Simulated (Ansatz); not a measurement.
Simulated powder pattern, Cu Kα, λ = 1.54184 Å (kinematic, ideal powder, no thermal factors, no anomalous dispersion; the 30 strongest lines at most, above 1 %, up to 2θ = 90°):

| 2θ (°) | d (Å) | I/Imax (%) |
|---|---|---|
| 30.67 | 2.915 | 100 |
| 37.80 | 2.380 | 2.6 |
| 43.93 | 2.061 | 30 |
| 54.53 | 1.683 | 40 |
| 63.88 | 1.457 | 18 |
| 72.52 | 1.303 | 17 |
| 80.77 | 1.190 | 6.1 |
| 88.82 | 1.102 | 21 |

The pattern belongs to a structure relaxed with PBEsol in the plane-wave PAW code Ansatz.

The compound is BaSnO3.

Task: Give the crystal system and the lattice parameters.

Result: cubic, Pm-3m; a = 4.122 Å.

The cell was relaxed with PBEsol under the symmetry of its start. Spin–orbit coupling is left out wherever it is not named.

Potentials: the later of the program's two PAW sets.
